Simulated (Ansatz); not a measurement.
# Molecular dynamics of Li7Nb8O24, charge -1

The input (input.yaml):

```yaml
crystal:
  lattice:
    - [-5.31624, -3.069333, 4.88104]
    - [5.31624, -3.069333, 4.88104]
    - [0.0, 6.138665, 4.88104]
  atoms:
    - { symbol: Li, position: [0.35242393, 0.32700687, 0.33217486] }
    - { symbol: Li, position: [0.68078393, 0.62657152, 0.68518003] }
    - { symbol: Nb, position: [0.14824228, 0.14388286, 0.14638336] }
    - { symbol: Nb, position: [0.85562677, 0.85328567, 0.85178026] }
    - { symbol: O, position: [0.5734154, 0.38027062, 0.74784285] }
    - { symbol: O, position: [0.77372692, 0.59083903, 0.37488876] }
    - { symbol: O, position: [0.366199, 0.76656982, 0.59245892] }
    - { symbol: O, position: [0.40910227, 0.63016054, 0.24318309] }
    - { symbol: O, position: [0.22205771, 0.40782611, 0.62686883] }
    - { symbol: O, position: [0.62472512, 0.24047634, 0.41817974] }
    - { symbol: Li, position: [0.82700739, 0.83217435, 0.35242413] }
    - { symbol: Li, position: [0.1265726, 0.18518016, 0.68078301] }
    - { symbol: Nb, position: [0.64388273, 0.64638345, 0.14824237] }
    - { symbol: Nb, position: [0.35328575, 0.35178024, 0.8556268] }
    - { symbol: O, position: [0.09083914, 0.87488848, 0.7737271] }
    - { symbol: O, position: [0.26656971, 0.09245887, 0.36619915] }
    - { symbol: O, position: [0.88027077, 0.24784269, 0.57341535] }
    - { symbol: O, position: [0.90782604, 0.12686903, 0.22205746] }
    - { symbol: O, position: [0.74047631, 0.91817978, 0.62472516] }
    - { symbol: O, position: [0.13016035, 0.74318324, 0.40910231] }
    - { symbol: Li, position: [0.16334596, 0.66334705, 0.16334659] }
    - { symbol: Nb, position: [0.64927295, 0.149273, 0.64927298] }
    - { symbol: Nb, position: [0.35485633, 0.8548563, 0.35485629] }
    - { symbol: O, position: [0.07497314, 0.37377052, 0.2491939] }
    - { symbol: O, position: [0.24919392, 0.57497308, 0.87377049] }
    - { symbol: O, position: [0.87377055, 0.74919365, 0.07497323] }
    - { symbol: O, position: [0.91477802, 0.641954, 0.71703333] }
    - { symbol: O, position: [0.71703331, 0.41477816, 0.1419541] }
    - { symbol: O, position: [0.1419542, 0.21703329, 0.91477797] }
    - { symbol: Li, position: [0.33217482, 0.85242407, 0.82700697] }
    - { symbol: Li, position: [0.68518051, 0.18078356, 0.12657159] }
    - { symbol: Nb, position: [0.14638341, 0.64824235, 0.64388274] }
    - { symbol: Nb, position: [0.85178028, 0.35562674, 0.35328574] }
    - { symbol: O, position: [0.59245896, 0.86619903, 0.26656999] }
    - { symbol: O, position: [0.74784277, 0.07341534, 0.88027089] }
    - { symbol: O, position: [0.37488856, 0.27372692, 0.09083913] }
    - { symbol: O, position: [0.41817965, 0.12472519, 0.74047618] }
    - { symbol: O, position: [0.24318307, 0.90910243, 0.13016046] }
    - { symbol: O, position: [0.62686896, 0.72205774, 0.90782605] }
total_charge: -1
basis:
  ecutwfc: 500.0
kpoints:
  mp_grid: { grid: [1, 1, 1] }
hamiltonian:
  xc: r2scan
scf:
  occupations: { method: fermi_dirac, width: 0.05 }
  lower_state_search: "off"
md:
  timestep: 1
  n_steps: 190
  ensemble: nve
  temperature: 650.0
  initial_velocities: maxwell_boltzmann
  seed: 315721
```

Run as:

```bash
$ ansatz run input.yaml --threads 4 --pin off --max-ram 10240MiB --backend cpu --events-out ev --progress --plain --runs-dir out
```

It goes on from the last frame of an earlier run, with new velocities.

Output, in part (step lines):

```
md step     0: t =     0.00 fs  T =   650.0 K  F+E_penalty+E_count = -51626.34317352 eV  E_kin = 3.192722 eV  conserved = -51623.15045154 eV  (10 SCF iters)
md step     1: t =     1.00 fs  T =   647.9 K  F+E_penalty+E_count = -51626.33291179 eV  E_kin = 3.182485 eV  conserved = -51623.15042686 eV  (9 SCF iters)
md step     2: t =     2.00 fs  T =   642.9 K  F+E_penalty+E_count = -51626.30799549 eV  E_kin = 3.157659 eV  conserved = -51623.15033610 eV  (9 SCF iters)
md step     3: t =     3.00 fs  T =   635.1 K  F+E_penalty+E_count = -51626.26981138 eV  E_kin = 3.119624 eV  conserved = -51623.15018733 eV  (9 SCF iters)
md step     4: t =     4.00 fs  T =   625.2 K  F+E_penalty+E_count = -51626.22066551 eV  E_kin = 3.070672 eV  conserved = -51623.14999316 eV  (9 SCF iters)
md step     5: t =     5.00 fs  T =   613.6 K  F+E_penalty+E_count = -51626.16358135 eV  E_kin = 3.013811 eV  conserved = -51623.14977003 eV  (4 SCF iters)
md step     6: t =     6.00 fs  T =   601.1 K  F+E_penalty+E_count = -51626.10204157 eV  E_kin = 2.952505 eV  conserved = -51623.14953655 eV  (3 SCF iters)
md step     7: t =     7.00 fs  T =   588.4 K  F+E_penalty+E_count = -51626.03968927 eV  E_kin = 2.890378 eV  conserved = -51623.14931129 eV  (2 SCF iters)
[... lines left out ...]
```

The steps, from the saved trajectory:

| time (fs) | T (K) | potential energy less start (eV) | conserved less start (meV/atom) |
| --- | --- | --- | --- |
| 0 | 650 | 0.000 | 0.00 |
| 6 | 601 | 0.241 | 0.02 |
| 12 | 544 | 0.523 | 0.04 |
| 18 | 548 | 0.502 | 0.02 |
| 24 | 533 | 0.573 | 0.00 |
| 30 | 433 | 1.069 | 0.03 |
| 36 | 368 | 1.388 | 0.06 |
| 42 | 417 | 1.147 | 0.01 |
| 48 | 438 | 1.041 | 0.02 |
| 54 | 428 | 1.089 | 0.04 |
| 60 | 446 | 1.001 | 0.03 |
| 66 | 457 | 0.951 | 0.02 |
| 72 | 442 | 1.021 | 0.03 |
| 78 | 434 | 1.064 | 0.04 |
| 84 | 463 | 0.918 | 0.03 |
| 90 | 517 | 0.654 | 0.02 |
| 96 | 546 | 0.511 | 0.01 |
| 102 | 512 | 0.678 | 0.01 |
| 108 | 432 | 1.071 | 0.04 |
| 114 | 411 | 1.178 | 0.05 |
| 120 | 470 | 0.887 | 0.03 |
| 126 | 535 | 0.565 | 0.01 |
| 132 | 538 | 0.551 | 0.01 |
| 138 | 486 | 0.806 | 0.04 |
| 144 | 480 | 0.835 | 0.04 |
| 150 | 538 | 0.548 | 0.01 |
| 156 | 550 | 0.490 | 0.01 |
| 162 | 520 | 0.638 | 0.03 |
| 168 | 506 | 0.709 | 0.02 |
| 174 | 492 | 0.778 | 0.02 |
| 180 | 466 | 0.905 | 0.02 |
| 186 | 447 | 0.997 | 0.03 |

All steps were run. The conserved energy stayed within 0.059 meV per atom of its start (net change 0.029 meV per atom), so the integration is sound. A run of 0.19 ps of so small a system gives no equilibrium averages. Limits of this set-up: coarse k mesh, no spin, though dangling bonds at a vacancy may carry it, a small cell, in which the defect meets its images, charged cell in a uniform background, uncorrected.

Mean squared displacements from the first frame to the last, about the centre of mass: Li 0.19 Å², Nb 0.02 Å², O 0.05 Å².

Last frame:

```xyz
39
Lattice="-5.3162 -3.0693 4.8810 5.3162 -3.0693 4.8810 0.0000 6.1387 4.8810" Properties=species:S:1:pos:R:3
Li -0.213 0.175 5.243
Li 0.292 0.209 9.408
Nb -0.017 0.002 1.977
Nb 0.000 -0.039 12.379
O -0.921 1.565 8.341
O -1.265 -1.949 8.469
O 1.948 0.060 8.552
O 1.050 -1.679 6.340
O 1.001 1.812 6.192
O -2.111 -0.074 6.056
Li 0.113 -2.792 10.289
Li 0.301 3.390 4.573
Nb -0.020 -3.046 7.053
Nb 0.072 3.135 7.712
O 4.285 1.674 8.374
O -0.871 1.429 3.620
O -3.481 -0.053 8.364
O -4.449 -1.834 6.021
O 1.036 -1.256 10.992
O 3.187 -0.021 6.158
Li 2.619 -1.539 4.768
Nb -2.605 1.461 7.136
Nb 2.700 -1.523 7.851
O 1.455 0.194 3.430
O 1.768 2.999 8.432
O -0.636 -4.646 8.420
O -1.593 -0.242 11.129
O -1.620 -2.830 6.081
O 0.647 4.545 6.207
Li 2.833 1.367 10.132
Li -2.607 -2.203 4.457
Nb 2.686 1.553 6.967
Nb -2.684 -1.543 7.464
O 1.474 -2.585 8.687
O -3.657 2.757 8.415
O -0.789 -1.619 3.661
O -1.727 2.922 6.316
O 3.513 -2.810 6.249
O 0.696 1.590 11.088
```

Time of the run: 29 min on 4 threads of Intel(R) Xeon(R) Platinum 8259CL CPU @ 2.50GHz (Skylake/Cascade Lake) (shared host), peak memory 1.6 GiB.
